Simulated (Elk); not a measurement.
**RbCl: optical spectrum from first principles**

Aim: the dielectric function of RbCl, and the optical constants that follow from it. The cell comes from an older database entry, whose edges can differ from later determinations, mostly by under a per cent.

Calculated with Elk 11.2.3 (patched build); DFT, PBE, all-electron APW+lo, Dirac cores, scalar-relativistic bands, independent-particle optical response without local fields.

The database entry behind the starting cell differs from later determinations by our own check (about 0.5 % short), so it need not match the best structure at ambient conditions.

## (1) The structure

Symmetry: Fm-3m, No. 225, cubic system. Conventional cell: a = 6.548 Å, b = 6.548 Å, c = 6.548 Å, α = 90.00°, β = 90.00°, γ = 90.00°. Nearest to Rb lie 6 Cl at 3.27 Å. Cl has 6 Rb at 3.27 Å nearest. Farther neighbours and most contacts between anions are not listed.

## (2) Ground state

The self-consistent density comes first; it also tells whether there is a gap, which decides the occupations and the need for a Drude term.

This step: DFT, PBE, all-electron APW+lo, Dirac cores, scalar-relativistic bands, ground state (Elk 11.2.3 (patched build)).

Input file elk.in:

```
tasks
  0
  120

xctype
  20

nempty
  14

lorbcnd
  .true.

rgkmax
  7.0

swidth
  0.0018375

maxscl
  100

epsengy
  1e-05

sppath
  './'

avec
  0.000000000000 6.186963332025 6.186963332025
  6.186963332025 0.000000000000 6.186963332025
  6.186963332025 6.186963332025 0.000000000000

atoms
  2
  'Rb.in'
  1
  0.000000000000 0.000000000000 0.000000000000   0.000 0.000 0.000
  'Cl.in'
  1
  0.500000000000 0.500000000000 0.500000000000   0.000 0.000 0.000

ngridk
  9 9 9
```

Run with:

```
> OMP_NUM_THREADS=4 elk
```

Numbers of over 12 decimals in the logs are rounded to 6 here.

The program printed:

```text
┌─────────────────────────┐
│ Elk code version 11.2.3 │
└─────────────────────────┘

All units are atomic (Hartree, Bohr, etc.)

┌─────────────────────────────────────────────────┐
│ Ground-state run starting from atomic densities │
└─────────────────────────────────────────────────┘

Lattice vectors :
   0.000000000       6.186963332       6.186963332
   6.186963332       0.000000000       6.186963332
   6.186963332       6.186963332       0.000000000

Reciprocal lattice vectors :
 -0.5077761876      0.5077761876      0.5077761876
  0.5077761876     -0.5077761876      0.5077761876
  0.5077761876      0.5077761876     -0.5077761876

Unit cell volume      :    473.6555408
Brillouin zone volume :   0.5236932583

Muffin-tin inner radius fraction :   0.1000000000E-01

Nuclei treated as point charges

Species : 1 (Rb)
 parameters loaded from : Rb.in
 name : rubidium
 nuclear charge    :   -37.00000000
 electronic charge :    37.00000000
 atomic mass :    155798.2686
 muffin-tin radius :    2.600000000
 number of radial points in muffin-tin :   1193
 inner part over the whole radius :   0.9947532429E-02
 number on inner part of muffin-tin    :    847
 approximate nuclear radius :   0.7999050501E-04
 number of mesh points to nuclear radius :    413
 atomic positions (lattice), magnetic fields (Cartesian) :
  1 :   0.00000000  0.00000000  0.00000000    0.00000000  0.00000000  0.00000000

Species : 2 (Cl)
 parameters loaded from : Cl.in
 name : chlorine
 nuclear charge    :   -17.00000000
 electronic charge :    17.00000000
 atomic mass :    64626.86550
 muffin-tin radius :    2.200000000
 number of radial points in muffin-tin :    793
 inner part over the whole radius :   0.9992010025E-02
 number on inner part of muffin-tin    :    555
 approximate nuclear radius :   0.6305718926E-04
 number of mesh points to nuclear radius :    253
 atomic positions (lattice), magnetic fields (Cartesian) :
  1 :   0.50000000  0.50000000  0.50000000    0.00000000  0.00000000  0.00000000

Total number of atoms per unit cell :    2
Total muffin-tin volume :    118.2244147
 ratio of muffin-tin to unit cell volume :   0.2495999826

Spin treatment :
 spin-unpolarised

Number of Bravais lattice symmetries :   48
Number of crystal symmetries         :   48
Crystal has inversion symmetry
Real symmetric eigensolver will be used

k-point grid :      9     9     9
k-point offset :    0.000000000       0.000000000       0.000000000
k-point set is reduced with full crystal symmetry group
Total number of k-points :       35

Muffin-tin radius times maximum |G+k| :    7.000000000
 using average radius
Maximum |G+k| for APW functions       :    2.916666667
Maximum (1/2)|G+k|²                   :    4.253472222
Maximum |G| for potential and density :    12.00000000
Constant for pseudocharge density :    8
 order of it for each species :   15  15
 order of it for pair densities of each species (exact exchange by exxq0 0: 15) :   11   7
Radial integration step length :    1

G-vector grid sizes :     35    35    35
Number of G-vectors :    13803

Maximum angular momentum used for
 APW functions            :    8
 outer part of muffin-tin :    6
 inner part of muffin-tin :    2

Total nuclear charge    :   -54.00000000
Total core charge       :    38.00000000
Total valence charge    :    16.00000000
Total excess charge     :    0.000000000
Total electronic charge :    54.00000000

Effective Wigner radius, rₛ :    1.279361913

Number of empty states         :     28
Total number of valence states :     37
Total number of core states    :     38

Conduction state local-orbitals added automatically
Third-order local-orbitals added for an l without core states : F
Total number of local-orbitals :    111

Exchange-correlation functional :     20     0     0
 Perdew-Burke-Ernzerhof, Phys. Rev. Lett. 77, 3865 (1996)
 gradient requirement :    1
 generalised gradient approximation (GGA)

Smearing type :    3
 Fermi-Dirac
Smearing width :   0.1837500000E-02
Effective electronic temperature (K) :    580.2366081

Mixing type :    3
 Broyden mixing, J. Phys. A: Math. Gen. 17, L317 (1984)

Kohn-Sham potential initialised from atomic data

┌──────────────────────────────┐
│ Self-consistent loop started │
└──────────────────────────────┘

┌─────────────────┐
│ Loop number : 1 │
└─────────────────┘

Energies :
 Fermi                       :    -0.117828
 sum of occupied eigenvalues :     -2016.3677805549
 electron kinetic            :      3530.8357878767
 core electron kinetic       :      3473.8532102946
 Coulomb                     :     -6845.1253111647
 Coulomb potential           :     -5374.1667784963
 nuclear-nuclear             :     -362.56014519732
 electron-nuclear            :     -7596.3329027302
 Hartree                     :      1113.7677367628
 Madelung                    :     -4158.0419219166
 xc potential                :     -173.03678993526
 exchange                    :     -126.72115321914
 correlation                 :     -2.487442
 electron entropic           :    -0.45356571389316E-11
 total energy                :     -3443.4981183630

Density of states at Fermi energy :   0.5440465043E-07
 (states/Hartree/unit cell)

Estimated indirect band gap :   0.2138647568
 from k-point 1 to k-point 1
Estimated direct band gap   :   0.2138647568
 at k-point 1

Charges :
 core                        :    38.00000000
 valence                     :    16.00000000
 interstitial                :    2.825223949
 muffin-tins (core leakage)
  species : 1 (Rb)
   atom 1                    :    35.33519253     (  0.9293343219E-04)
  species : 2 (Cl)
   atom 1                    :    15.83958352     (  0.1479923228E-04)
 total in muffin-tins        :    51.17477605
 total calculated charge     :    53.99990958
 total charge                :    54.00000000
 error                       :   0.9042443806E-04

┌─────────────────┐
│ Loop number : 2 │
└─────────────────┘

Energies :
 Fermi                       :    -0.116324
 sum of occupied eigenvalues :     -2016.3200222183
 electron kinetic            :      3530.2793980087
 core electron kinetic       :      3473.4390796649
 Coulomb                     :     -6845.1113526801
 Coulomb potential           :     -5374.1555598355
 nuclear-nuclear             :     -362.56014519732
 electron-nuclear            :     -7596.3154569863
 Hartree                     :      1113.7642495035
 Madelung                    :     -4158.0335727624
 xc potential                :     -172.44386039153
 exchange                    :     -126.71974351470
 correlation                 :     -2.487433
 electron entropic           :    -0.45349732957958E-11
 total energy                :     -3444.0391316711

Density of states at Fermi energy :   0.5441052533E-07
 (states/Hartree/unit cell)

Estimated indirect band gap :   0.2133087836
 from k-point 1 to k-point 1
Estimated direct band gap   :   0.2133087836
 at k-point 1

Charges :
 core                        :    38.00000000
 valence                     :    16.00000000
 interstitial                :    2.827234307
 muffin-tins (core leakage)
  species : 1 (Rb)
   atom 1                    :    35.33636951     (  0.9290856637E-04)
  species : 2 (Cl)
   atom 1                    :    15.83639618     (  0.1481073161E-04)
 total in muffin-tins        :    51.17276569
 total calculated charge     :    53.99990960
 total charge                :    54.00000000
 error                       :   0.9040141520E-04

RMS change in Kohn-Sham potential (target) :   0.3156837856     (  0.1000000000E-05)
Absolute change in total energy (target)   :   0.5410133081     (  0.1000000000E-04)

[... 13 loops left out ...]

┌──────────────────┐
│ Loop number : 16 │
└──────────────────┘

Energies :
 Fermi                       :     0.16665718598560E-01
 sum of occupied eigenvalues :     -2011.0448251321
 electron kinetic            :      3530.1984088183
 core electron kinetic       :      3473.1828497621
 Coulomb                     :     -6844.1856372173
 Coulomb potential           :     -5373.3417995213
 nuclear-nuclear             :     -362.56014519732
 electron-nuclear            :     -7595.2094376262
 Hartree                     :      1113.5839456063
 Madelung                    :     -4157.5147374566
 xc potential                :     -167.90143442909
 exchange                    :     -126.64857829194
 correlation                 :     -2.487273
 electron entropic           :    -0.44577757833822E-11
 total energy                :     -3443.1230798718

Density of states at Fermi energy :   0.5440852783E-07
 (states/Hartree/unit cell)

Estimated indirect band gap :   0.1864744330
 from k-point 1 to k-point 1
Estimated direct band gap   :   0.1864744330
 at k-point 1

Charges :
 core                        :    38.00000000
 valence                     :    16.00000000
 interstitial                :    2.913257678
 muffin-tins (core leakage)
  species : 1 (Rb)
   atom 1                    :    35.40963788     (  0.9276546171E-04)
  species : 2 (Cl)
   atom 1                    :    15.67710445     (  0.1514742943E-04)
 total in muffin-tins        :    51.08674232
 total calculated charge     :    53.99990882
 total charge                :    54.00000000
 error                       :   0.9117923135E-04

RMS change in Kohn-Sham potential (target) :   0.7737083765E-08 (  0.1000000000E-05)
Absolute change in total energy (target)   :   0.3090311566E-05 (  0.1000000000E-04)

Convergence targets achieved

┌──────────────────┐
│ Loop number : 17 │
└──────────────────┘

Energies :
 Fermi                       :     0.16665712783693E-01
 sum of occupied eigenvalues :     -2011.0448253653
 electron kinetic            :      3530.1984085101
 core electron kinetic       :      3473.1828494651
 Coulomb                     :     -6844.1856370759
 Coulomb potential           :     -5373.3417993757
 nuclear-nuclear             :     -362.56014519732
 electron-nuclear            :     -7595.2094374928
 Hartree                     :      1113.5839456142
 Madelung                    :     -4157.5147373880
 xc potential                :     -167.90143449963
 exchange                    :     -126.64857829015
 correlation                 :     -2.487273
 electron entropic           :    -0.44577751410010E-11
 total energy                :     -3443.1230800369

Density of states at Fermi energy :   0.5440852806E-07
 (states/Hartree/unit cell)

Estimated indirect band gap :   0.1864744327
 from k-point 1 to k-point 1
Estimated direct band gap   :   0.1864744327
 at k-point 1

Charges :
 core                        :    38.00000000
 valence                     :    16.00000000
 interstitial                :    2.913257675
 muffin-tins (core leakage)
  species : 1 (Rb)
   atom 1                    :    35.40963788     (  0.9276546071E-04)
  species : 2 (Cl)
   atom 1                    :    15.67710445     (  0.1514742991E-04)
 total in muffin-tins        :    51.08674233
 total calculated charge     :    53.99990882
 total charge                :    54.00000000
 error                       :   0.9117923078E-04

┌──────────────────────────────┐
│ Self-consistent loop stopped │
└──────────────────────────────┘

Wrote STATE.OUT
```

Wall time 9.5 s (4 threads of Arm Neoverse V1, shared host); peak memory 0.06 GiB.

This step gave:

```
total energy           : -3443 Ha
Fermi energy           : 0.4535 eV
DOS at the Fermi level : 2.00e-9 states/eV/cell
gap on the k-mesh      : 5.074 eV
direct gap on the mesh : 5.074 eV
```

There is a gap, 5.07 eV on this mesh (points off the mesh can give less), so no carriers' term is needed.

## (3) Independent particles

The spectrum is a sum over vertical transitions between filled and empty bands at the fixed density, so many empty bands are needed.

This step: DFT, PBE, all-electron APW+lo, Dirac cores, scalar-relativistic bands, independent-particle optical response without local fields (Elk 11.2.3 (patched build)).

elk.in: that of step 2 with these lines changed.

```diff
@@ -1,4 +1,6 @@
 tasks
-  0
-  120
+  121
+
+optcomp
+  1 1
 
@@ -17,9 +19,7 @@
 swidth
-  0.0018375
+  0.0055124
 
-maxscl
-  100
-
-epsengy
-  1e-05
+wplot
+  400 100 0
+  0.0 0.80849
```

Run with:

```
> OMP_NUM_THREADS=4 elk
```

The program printed:

```text
┌─────────────────────────────────┐
│ Elk code version 11.2.3 started │
└─────────────────────────────────┘

Info(readinput): the functional depends on the density's gradient
 muffin-tin radial points multiplied by    2.00000
 (not where nrmtscf is given)

┌────────────────────┐
│ Current task : 121 │
└────────────────────┘

Info(dielectric):
 dielectric tensor written to EPSILON_ij.OUT
 optical conductivity written to SIGMA_ij.OUT
 for components
  i = 1, j = 1

┌──────────────────┐
│ Elk code stopped │
└──────────────────┘
```

It took 1.1 s on 4 threads; peak memory 0.03 GiB; 4.2 s of CPU time.

This step gave:

| Quantity | Value |
| --- | --- |
| electronic dielectric constant ε∞, mean over x, y and z (by symmetry where fewer were run) | 2.502 |
| main peak of Im epsilon, first axis | 10.00 eV |

Values under the direct gap are tails of Lorentzian lines. Im ε, E ∥ x against photon energy; read off at these points:

| photon energy (eV) | Im ε, E ∥ x |
| --- | --- |
| 0.00 | 0 |
| 0.50 | 0.00243 |
| 1.00 | 0.00498 |
| 1.50 | 0.00778 |
| 2.00 | 0.0110 |
| 2.50 | 0.0150 |
| 3.00 | 0.0201 |
| 3.50 | 0.0272 |
| 4.00 | 0.0384 |
| 4.50 | 0.0601 |
| 5.00 | 0.150 |
| 5.50 | 0.519 |
| 6.00 | 0.797 |
| 6.50 | 1.07 |
| 7.00 | 1.90 |
| 7.50 | 2.41 |
| 7.92 | 3.10 |
| 8.00 | 2.93 |
| 8.50 | 1.95 |
| 9.00 | 1.20 |
| 9.50 | 2.05 |
| 10.00 | 3.59 |
| 10.50 | 2.90 |
| 11.00 | 1.99 |
| 11.50 | 1.22 |
| 12.00 | 0.919 |
| 12.50 | 0.812 |
| 13.00 | 0.889 |
| 13.50 | 0.792 |
| 14.00 | 1.05 |
| 14.50 | 1.10 |
| 15.00 | 1.53 |
| 15.50 | 2.87 |
| 16.00 | 2.19 |
| 16.50 | 1.32 |
| 17.00 | 1.10 |
| 17.50 | 1.84 |
| 17.88 | 2.41 |
| 18.00 | 2.26 |
| 18.50 | 1.81 |
| 19.00 | 1.21 |
| 19.50 | 1.03 |
| 20.00 | 1.28 |
| 20.30 | 1.46 |
| 20.50 | 1.04 |
| 21.00 | 0.623 |
| 21.50 | 0.664 |

The Re ε, E ∥ x by photon energy:

| photon energy (eV) | Re ε, E ∥ x |
| --- | --- |
| 0 | 2.50 |
| 1 | 2.52 |
| 2 | 2.57 |
| 3 | 2.67 |
| 4 | 2.86 |
| 5 | 3.28 |
| 6 | 3.71 |
| 7 | 3.60 |
| 8 | 2.15 |
| 9 | 2.22 |
| 10 | 2.06 |
| 11 | 0.101 |
| 12 | 0.718 |
| 13 | 1.20 |
| 14 | 1.60 |
| 15 | 2.14 |
| 16 | 0.364 |
| 17 | 1.01 |
| 18 | 0.281 |
| 19 | -0.170 |
| 20 | 0.246 |
| 21 | -0.125 |

The reflectivity at normal incidence, E ∥ x has structure finer than the step of the table below, so its rows give means over 1 eV, whole bins alone (the curve runs from 0 to 21.9 eV). Peaks (eV: height): 7.9: 16.1, 10.8: 23.2, 16.0: 17.2, 18.6: 22.4, 20.5: 27.9.

The reflectivity at normal incidence, E ∥ x by photon energy; means over each step:

| photon energy (eV) | reflectivity at normal incidence, E ∥ x (%) |
| --- | --- |
| 1 | 5.15 |
| 2 | 5.38 |
| 3 | 5.81 |
| 4 | 6.62 |
| 5 | 8.35 |
| 6 | 10.2 |
| 7 | 12.8 |
| 8 | 13.9 |
| 9 | 8.31 |
| 10 | 16.9 |
| 11 | 19.2 |
| 12 | 6.40 |
| 13 | 3.50 |
| 14 | 4.17 |
| 15 | 8.87 |
| 16 | 15.7 |
| 17 | 7.93 |
| 18 | 16.6 |
| 19 | 19.0 |
| 20 | 15.8 |
| 21 | 21.7 |

Table of refractive index n and extinction k by photon energy:

| photon energy (eV) | n | k |
| --- | --- | --- |
| 0 | 1.58 | 0 |
| 1 | 1.59 | 0.00157 |
| 2 | 1.60 | 0.00344 |
| 3 | 1.63 | 0.00615 |
| 4 | 1.69 | 0.0114 |
| 5 | 1.81 | 0.0414 |
| 6 | 1.94 | 0.206 |
| 7 | 1.96 | 0.485 |
| 8 | 1.70 | 0.862 |
| 9 | 1.54 | 0.390 |
| 10 | 1.76 | 1.02 |
| 11 | 1.02 | 0.973 |
| 12 | 0.971 | 0.473 |
| 13 | 1.16 | 0.383 |
| 14 | 1.33 | 0.397 |
| 15 | 1.54 | 0.494 |
| 16 | 1.14 | 0.962 |
| 17 | 1.12 | 0.493 |
| 18 | 1.13 | 1.000 |
| 19 | 0.727 | 0.835 |
| 20 | 0.880 | 0.727 |
| 21 | 0.505 | 0.616 |

The loss function −Im 1/ε at q → 0, E ∥ x has structure finer than the step of the table below, so its rows give means over 1 eV, whole bins alone (the curve runs from 0 to 21.9 eV). Peaks (eV: height): 11.7: 0.940, 16.4: 0.667, 19.3: 1.03, 21.2: 1.71.

Values under the direct gap are tails of Lorentzian lines. The loss function −Im 1/ε at q → 0, E ∥ x by energy loss; means over each step:

| energy loss (eV) | loss function −Im 1/ε at q → 0, E ∥ x |
| --- | --- |
| 1 | 7.9e-4 |
| 2 | 0.00168 |
| 3 | 0.00284 |
| 4 | 0.00483 |
| 5 | 0.0181 |
| 6 | 0.0517 |
| 7 | 0.109 |
| 8 | 0.221 |
| 9 | 0.213 |
| 10 | 0.219 |
| 11 | 0.471 |
| 12 | 0.691 |
| 13 | 0.391 |
| 14 | 0.273 |
| 15 | 0.229 |
| 16 | 0.468 |
| 17 | 0.504 |
| 18 | 0.443 |
| 19 | 0.815 |
| 20 | 0.782 |
| 21 | 1.40 |

From ε follow the optical constants at some laser and lamp lines:

| wavelength (nm) | n | k | R (%) | 1/α |
| --- | --- | --- | --- | --- |
| 800 | 1.59 | 0.003 | 5.2 | 25 µm |
| 532 | 1.61 | 0.004 | 5.5 | 10 µm |
| 450 | 1.63 | 0.005 | 5.7 | 6.7 µm |
| 405 | 1.64 | 0.006 | 5.8 | 5.1 µm |
| 365 | 1.65 | 0.008 | 6.1 | 3.8 µm |
| 308 | 1.69 | 0.012 | 6.6 | 2.1 µm |
| 193 | 1.97 | 0.235 | 11.2 | 65 nm |

Below the direct gap, k and the depth come from the tails of the Lorentzian lines, not from transitions.

Rows near the edge hang on the gap, which this functional as a rule makes too small, and phonon-assisted absorption is left out.

## (4) What came out

- electronic dielectric constant ε∞, mean over x, y and z (by symmetry where fewer were run) (independent particles): 2.50
- main peak of Im epsilon, first axis: 10.0 eV

**Reading.** At this level (PBE, independent particles) RbCl has ε∞ = 2.50 and n = 1.59 at 1550 nm, and Im ε peaks at 10.0 eV. On the mesh the gap is 5.07 eV and the least direct gap 5.07 eV. Distinct maxima of Im ε, read by a parabola through the highest points, lie at 7.91 eV (3.1), 10.00 eV (3.6), 10.69 eV (3.2) and 15.54 eV (2.9). Excitons and phonon-assisted transitions are missing, and so are local fields; PBE gaps are as a rule too small, which pulls the onset down and ε∞ up. The sum runs over mesh points, so small or evenly spaced maxima can still be ripples of the mesh.

[Machine, clock and banner lines and Python warnings are left out of the logs.]

[Logs are printed without paths, hosts, clocks, repeated set-up lines and the standing remarks that a program may print on its own settings, such as how far it seeks lower states.]

[Hosts, paths, dates, database ids (printed as entryN), source tags and the programs' standing remarks are cut or masked in the printed files.]
